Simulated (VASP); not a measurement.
Here is a VASP 6.6.1 calculation.

File INCAR:

```
  PREC = Accurate
  ENCUT = 520
  EDIFF = 1E-6
  ISMEAR = 0
  SIGMA = 0.011
  LREAL = F
  LASPH = T
  NELM = 60
  ALGO = Fast
  ISIF = 2
  LWAVE = F
  LCHARG = F
  GGA = PE
  NBANDS = 16
```

The input KPOINTS:

```
regular mesh
0
Gamma
  8 8 8
```

POSCAR

```
GaAs
1.0
    0.0000000000      2.8268500000      2.8268500000
    2.8268500000      0.0000000000      2.8268500000
    2.8268500000      2.8268500000      0.0000000000
As Ga
1 1
Direct
    0.7500000000      0.7500000000      0.7500000000
    0.0000000000      0.0000000000      0.0000000000
```

Potentials or basis: VASP PAW PBE potentials, release 64 (As, Ga_d).

Run with:

```bash
$ cat potpaw_PBE.64/As/POTCAR potpaw_PBE.64/Ga_d/POTCAR > POTCAR
$ mpirun -np 1 vasp_std > vasp.out
```

Problem. What does it give for the pressure?

Solution. 3.5 GPa.

Problem. Predict the band gap on the k mesh.

Solution. 0.52 eV, direct.

**Experimental background.**

“Evidence of valence band perturbations in GaAsN/GaAs(001): A combined variable-angle spectroscopic ellipsometry and modulated photoreflectance investigation”, 2008, arxiv:0805.2212 reports, for a bulk crystal of GaAs at 300 K: band gap 1.418 ± 0.005 eV (direct).

Against the measured gap of GaAs, 1.418 eV (direct; 300 K; “Evidence of valence band perturbations in GaAsN/GaAs(001): A combined variable-angle spectroscopic ellipsometry and modulated photoreflectance investigation”, 2008, arxiv:0805.2212), the calculated 0.52 eV is off by -0.90 eV. 3 values of this kind are on record (1.412 to 1.51 eV); this one was drawn at random among those near their median, those with a stated uncertainty first. Spin-orbit coupling on As, Ga is left out. The value is that of PBE on a finite k mesh, which can miss the band edges, without temperature or zero-point motion. Semilocal functionals fall short of measured gaps as a rule.
